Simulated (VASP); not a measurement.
# W (Im-3m) in VASP: further runs

One crystal, W, is run at these levels: PBE; tasks: single point.

Everything below comes from runs of VASP 6.6.1. Logs are shortened: lines on timing, memory, paths and dates and some standing lists are left out, and cuts for length are marked.

### Step 1. Starting point

It takes space group Im-3m (No. 229, cubic). The conventional cell has a = 3.165 Å, b = 3.165 Å, c = 3.165 Å, α = 90.00°, β = 90.00°, γ = 90.00°. W (site symmetry m-3m) has 8 W at 2.74 Å as nearest neighbours.

### Step 2. Single point, PBE

INCAR reads:

```
SYSTEM = W
ADDGRID = .True. ; ALGO = Normal
EDIFF = 1E-7 ; ENCUT = 460
GGA = PE ; ISIF = 2
ISMEAR = 1 ; LASPH = .True.
LCHARG = .False. ; LREAL = .False.
LWAVE = .False. ; NELM = 100
PREC = Accurate ; SIGMA = 0.2
```

KPOINTS reads:

```
k-points
0
Gamma
  11 11 11
  0 0 0
```

POSCAR reads:

```
W
1.0
   -1.5823450000      1.5823450000      1.5823450000
    1.5823450000     -1.5823450000      1.5823450000
    1.5823450000      1.5823450000     -1.5823450000
W
1
Direct
    0.0000000000      0.0000000000      0.0000000000
```

Potentials or basis: VASP PAW PBE potentials, release 64 (W).

Started as:

```sh
> cat potpaw_PBE.64/W/POTCAR > POTCAR
> mpirun -np 1 vasp_std > vasp.out
```

OUTCAR:

```text
SYSTEM = W
   EDIFF = 1E-7
   ENCUT = 460
   GGA = PE
   ISIF = 2
   ISMEAR = 1
   LASPH = .True.
   LREAL = .False.
   NELM = 100
   PREC = Accurate

 Found     56 irreducible k-points:

 Following reciprocal coordinates:
            Coordinates               Weight
  0.000000  0.000000  0.000000      1.000000
  0.090909  0.000000  0.000000     12.000000
  0.181818  0.000000  0.000000     12.000000
  0.272727  0.000000  0.000000     12.000000
  0.363636  0.000000  0.000000     12.000000
  0.454545  0.000000  0.000000     12.000000
   k-points           NKPTS =     56   k-points in BZ     NKDIM =     56   number of bands    NBANDS=      7
   number of dos      NEDOS =    301   number of ions     NIONS =      1
   total plane-waves  NPLWV =   8000
   dimension x,y,z NGX =    20 NGY =   20 NGZ =   20
   dimension x,y,z NGXF=    40 NGYF=   40 NGZF=   40
   ions per type =               1
   NGX,Y,Z   is equivalent  to a cutoff of  12.13, 12.13, 12.13 a.u.
   NGXF,Y,Z  is equivalent  to a cutoff of  24.26, 24.26, 24.26 a.u.
 SYSTEM =  W
   PREC   = accura    normal or accurate (medium, high low for compatibility)
   ISTART =      0    job   : 0-new  1-cont  2-samecut
   ICHARG =      2    charge: 1-file 2-atom 10-const
   ISPIN  =      1    spin polarized calculation?
   LNONCOLLINEAR =      F non collinear calculations
   LSORBIT =      F    spin-orbit coupling
   LASPH  =      T    aspherical Exc in radial PAW
   ENCUT  =  460.0 eV  33.81 Ry    5.81 a.u.   4.79  4.79  4.79*2*pi/ulx,y,z
   NELM   =    100;   NELMIN=  2; NELMDL= -5     # of ELM steps
   EDIFF  = 0.1E-06   stopping-criterion for ELM
   LREAL  =      F    real-space projection
   EDIFFG = 0.1E-05   stopping-criterion for IOM
   NSW    =      0    number of steps for IOM
   IBRION =     -1    ionic relax: 0-MD 1-quasi-New 2-CG
   NFREE  =      0    steps in history (QN), initial steepest desc. (CG)
   ISIF   =      2    stress and relaxation
   ISYM   =      2    0-nonsym 1-usesym 2-fastsym
   POTIM  = 0.5000    time-step for ionic-motion
   TEBEG  =    0.0;   TEEND  =   0.0 temperature during run
   PSTRESS=    0.0 pullay stress
   NELECT =       6.0000    total number of electrons
   NUPDOWN=      -1.0000    fix difference up-down
   EMIN   =  10.00;   EMAX   =-10.00  energy-range for DOS
   EFERMI =   0.00;   METHOD = LEGACY
   ISMEAR =     1;   SIGMA  =   0.20  broadening in eV -4-tet -1-fermi 0-gaus
   EFERMI_NEDOS =   21; number of points for ismear=-14 and -15
   IALGO  =     38    algorithm
   IMIX   =      4    mixing-type and parameters
     AMIX     =   0.40;   BMIX     =  1.00
     AMIX_MAG =   1.60;   BMIX_MAG =  1.00
  volume/ion in A,a.u.               =      15.85       106.94
  Fermi-wavevector in a.u.,A,eV,Ry     =   1.184325  2.238049 19.083867  1.402625
  Thomas-Fermi vector in A             =   2.320541
   LORBIT       =      0    0 simple, 1 ext, 2 COOP (PROOUT), +10 PAW based schemes
   GGA     = PE    functional components
   LHFCALC =     F    Hartree Fock is set to
   AEXX    =    0.0000 exact exchange contribution
   IVDW    =     0    specifies the selected vdW correction
   LEPSILON=     F    determine dielectric tensor
   LRPA    =     F    only Hartree local field effects (RPA)
 non-spin polarized calculation
 Methfessel and Paxton  Order N= 1 SIGMA  =   0.20
  energy-cutoff  :      460.00
  volume of cell :       15.85
 maximum number of plane-waves:       370
   NGX =  9   NGY =  9   NGZ =  9

 number of electron       6.0000000 magnetization

 Free energy of the ion-electron system (eV)
  ---------------------------------------------------
  ext. energy  EPLUGINS =         0.00000000
  ---------------------------------------------------
  free energy    TOTEN  =       -12.99885117 eV

  energy without entropy =      -12.99720689  energy(sigma->0) =      -12.99830307

 E-fermi :   7.8234     XC(G=0): -13.1425

 val. band max:        7.8218029273   @ k =   0.4545   0.0909   0.0000
 cond. band min:       7.8797890917   @ k =  -0.1818   0.2727   0.0909
 fundamental gap:      0.0579861643
 Fermi energy:         7.8234347748

 k-point     1 :       0.0000    0.0000    0.0000
  band No.  band energies     occupation
      1      -1.7962      2.00000
      2       6.5756      2.00000
      3       6.5756      2.00000
      4       6.5756      2.00000
      5      10.0523     -0.00000
      6      10.0523     -0.00000
      7      23.0473      0.00000

 k-point     2 :       0.0909    0.0000    0.0000
  band No.  band energies     occupation
      1      -1.4107      2.00000
      2       6.3418      2.00000
      3       6.5142      2.00000
      4       6.9623      2.00000
      5       9.7146     -0.00000
      6      10.0608     -0.00000
      7      23.3617      0.00000

 k-point     3 :       0.1818    0.0000    0.0000
  band No.  band energies     occupation
      1      -0.3698      2.00000
      2       5.7697      2.00000
      3       6.2120      2.00000
      4       8.0877     -0.06841
      5       9.3422     -0.00000
      6      10.1266     -0.00000
      7      23.7300      0.00000

 k-point     4 :       0.2727    0.0000    0.0000
  band No.  band energies     occupation
      1       0.8773      2.00000
      2       5.1137      2.00000
      3       5.9672      2.00000
      4       9.5229     -0.00000
      5       9.8333     -0.00000
      6      10.3157     -0.00000
      7      22.7059      0.00000

 k-point     5 :       0.3636    0.0000    0.0000
  band No.  band energies     occupation
      1       1.5265      2.00000
      2       4.5800      2.00000
      3       6.7429      2.00000
      4       9.9242     -0.00000
      5      10.6176     -0.00000
      6      11.9226      0.00000
      7      21.0003      0.00000

 k-point     6 :       0.4545    0.0000    0.0000
  band No.  band energies     occupation
      1       1.5705      2.00000
      2       4.2875      2.00000
      3       8.1922     -0.02562
      4      10.0084     -0.00000
      5      10.8780     -0.00000
      6      13.6418      0.00000
      7      19.1755      0.00000

 [... further k-points ...]

------------------------ aborting loop because EDIFF is reached ----------------------------------------

  FORCE on cell =-STRESS in cart. coord.  units (eV):
  Direction    XX          YY          ZZ          XY          YZ          ZX
  --------------------------------------------------------------------------------------
  -------------------------------------------------------------------------------------
  Total        0.2342840      0.2342840      0.2342840      0.0000000     -0.0000000      0.0000000
  in kB       23.6858875     23.6858875     23.6858875      0.0000000     -0.0000000      0.0000000
  external PRESSURE =      23.6858875 kB  Pullay stress =       0.0000000 kB

 VOLUME and BASIS-vectors are now :
 -----------------------------------------------------------------------------
  energy-cutoff  :      460.00
  volume of cell :       15.85
      direct lattice vectors                 reciprocal lattice vectors
    -1.582345000  1.582345000  1.582345000     0.000000000  0.315986716  0.315986716
     1.582345000 -1.582345000  1.582345000     0.315986716  0.000000000  0.315986716
     1.582345000  1.582345000 -1.582345000     0.315986716  0.315986716  0.000000000

 POSITION                                       TOTAL-FORCE (eV/Angst)
 -----------------------------------------------------------------------------------
      0.00000      0.00000      0.00000        -0.000000      0.000000      0.000000
 -----------------------------------------------------------------------------------
    total drift:                               -0.000000     -0.000000      0.000000

  FREE ENERGIE OF THE ION-ELECTRON SYSTEM (eV)
  ---------------------------------------------------
  free  energy   TOTEN  =       -12.9988511679 eV

  energy  without entropy=      -12.9972068867  energy(sigma->0) =      -12.99830307
```

Wall time 4.7 s (1 thread of AMD EPYC 9R45 (Zen 5), shared host); peak memory 0.15 GiB.

The run converged, but some of its settings lie outside the range that counts as converged, so its numbers aren't taken as properties of the crystal.

What came out:

| Item | Value |
| --- | --- |
| Free energy | -12.9989 eV |
| Pressure | 2.4 GPa |
| Band gap on the k mesh | none (metal or under the smearing width) |

### Step 3. Single point, PBE

INCAR reads:

```
SYSTEM = W
ADDGRID = .False. ; ALGO = Normal
EDIFF = 1E-7 ; ENCUT = 460
GGA = PE ; ISIF = 2
ISMEAR = 1 ; LASPH = .False.
LCHARG = .False. ; LREAL = .False.
LWAVE = .False. ; NELM = 100
PREC = Accurate ; SIGMA = 0.2
```

KPOINTS is that of step 2.

POSCAR is that of step 2.

Potentials or basis: VASP PAW PBE potentials, release 64 (W).

Started as:

```sh
> cat potpaw_PBE.64/W/POTCAR > POTCAR
> mpirun -np 1 vasp_std > vasp.out
```

Run time: 3.2 s. Hardware: 1 thread of AMD EPYC 9R45 (Zen 5), shared host; peak memory 0.09 GiB.

These settings aren't checked as converged: the numbers below hold their error.

Results:

| Item | Value |
| --- | --- |
| Free energy | -12.9962 eV |
| Pressure | 2.4 GPa |
| Band gap on the k mesh | none (metal or under the smearing width) |

### Step 4. Single point, PBE

INCAR reads:

```
SYSTEM = W
ADDGRID = .False. ; ALGO = Normal
EDIFF = 1E-4 ; ENCUT = 460
GGA = PE ; ISIF = 2
ISMEAR = 1 ; LASPH = .True.
LCHARG = .False. ; LREAL = Auto
LWAVE = .False. ; NELM = 100
PREC = Normal ; SIGMA = 0.2
```

KPOINTS is that of step 3.

POSCAR is that of step 3.

Started as:

```sh
> cat potpaw_PBE.64/W/POTCAR > POTCAR
> mpirun -np 1 vasp_std > vasp.out
```

It took 2.6 s on 1 thread of AMD EPYC 9R45 (Zen 5), shared host; peak memory 0.08 GiB.

The run converged, but some of its settings lie outside the range that counts as converged, so its numbers aren't taken as properties of the crystal.

Results:

```
Free energy            : -12.9983 eV
Pressure               : 2.2 GPa
Band gap on the k mesh : none (metal or under the smearing width)
```

### Step 5. Single point, PBE

INCAR reads:

```
SYSTEM = W
ADDGRID = .False. ; ALGO = Normal
EDIFF = 1E-7 ; ENCUT = 340
GGA = PE ; ISIF = 2
ISMEAR = 1 ; LASPH = .True.
LCHARG = .False. ; LREAL = .False.
LWAVE = .False. ; NELM = 100
PREC = Accurate ; SIGMA = 0.2
```

KPOINTS reads:

```
k-points
0
Gamma
  13 13 13
  0 0 0
```

POSCAR is that of step 4.

Started as:

```sh
> cat potpaw_PBE.64/W/POTCAR > POTCAR
> mpirun -np 1 vasp_std > vasp.out
```

Wall time 2.8 s (1 thread of AMD EPYC 9R45 (Zen 5), shared host); peak memory 0.08 GiB.

These settings aren't checked as converged: the numbers below hold their error.

What came out:

* Free energy: -13.0311 eV
* Pressure: 1.2 GPa
* Band gap on the k mesh: none (metal or under the smearing width)

### Step 6. Single point, PBE

INCAR, as its differences from that of step 5:

```diff
@@ -2,3 +2,3 @@
 ADDGRID = .False. ; ALGO = Normal
-EDIFF = 1E-7 ; ENCUT = 340
+EDIFF = 1E-7 ; ENCUT = 520
 GGA = PE ; ISIF = 2
```

KPOINTS reads:

```
k-points
0
Gamma
  11 11 11
  0 0 0
```

POSCAR is that of step 5.

Potentials or basis: VASP PAW PBE potentials, release 64 (W).

Started as:

```sh
> cat potpaw_PBE.64/W/POTCAR > POTCAR
> mpirun -np 1 vasp_std > vasp.out
```

OUTCAR:

```text
SYSTEM = W
   EDIFF = 1E-7
   ENCUT = 520
   GGA = PE
   ISIF = 2
   ISMEAR = 1
   LASPH = .True.
   LREAL = .False.
   NELM = 100
   PREC = Accurate

 Found     56 irreducible k-points:

 Following reciprocal coordinates:
            Coordinates               Weight
  0.000000  0.000000  0.000000      1.000000
  0.090909  0.000000  0.000000     12.000000
  0.181818  0.000000  0.000000     12.000000
  0.272727  0.000000  0.000000     12.000000
  0.363636  0.000000  0.000000     12.000000
  0.454545  0.000000  0.000000     12.000000
   k-points           NKPTS =     56   k-points in BZ     NKDIM =     56   number of bands    NBANDS=      7
[... 136 lines left out ...]

  FORCE on cell =-STRESS in cart. coord.  units (eV):
  Direction    XX          YY          ZZ          XY          YZ          ZX
  --------------------------------------------------------------------------------------
  -------------------------------------------------------------------------------------
  Total        0.2309831      0.2309831      0.2309831      0.0000000      0.0000000     -0.0000000
  in kB       23.3521689     23.3521689     23.3521689      0.0000000      0.0000000     -0.0000000
  external PRESSURE =      23.3521689 kB  Pullay stress =       0.0000000 kB

 VOLUME and BASIS-vectors are now :
 -----------------------------------------------------------------------------
  energy-cutoff  :      520.00
  volume of cell :       15.85
      direct lattice vectors                 reciprocal lattice vectors
    -1.582345000  1.582345000  1.582345000     0.000000000  0.315986716  0.315986716
     1.582345000 -1.582345000  1.582345000     0.315986716  0.000000000  0.315986716
     1.582345000  1.582345000 -1.582345000     0.315986716  0.315986716  0.000000000

 POSITION                                       TOTAL-FORCE (eV/Angst)
 -----------------------------------------------------------------------------------
      0.00000      0.00000      0.00000         0.000000      0.000000      0.000000
 -----------------------------------------------------------------------------------
    total drift:                               -0.000000     -0.000000     -0.000000

  FREE ENERGIE OF THE ION-ELECTRON SYSTEM (eV)
  ---------------------------------------------------
  free  energy   TOTEN  =       -12.9992353505 eV

  energy  without entropy=      -12.9975908565  energy(sigma->0) =      -12.99868719
```

It took 3.7 s on 1 thread of AMD EPYC 9R45 (Zen 5), shared host; peak memory 0.09 GiB.

These settings aren't checked as converged: the numbers below hold their error.

Results:

```yaml
Free_energy: -12.9992 eV
Pressure: 2.3 GPa
Band_gap_on_the_k_mesh: none (metal or under the smearing width)
```

### Step 7. The reference run

An earlier run on the cell as given: functional PBE; potentials or basis VASP PAW PBE potentials, release 64 (W_sv); cutoff 520 eV; k mesh 12 × 12 × 12; occupations fermi-dirac, width 0.05 eV; no spin polarisation.

* Pressure: 6.4 GPa
* Band gap on the k mesh: none (metal or under the smearing width)
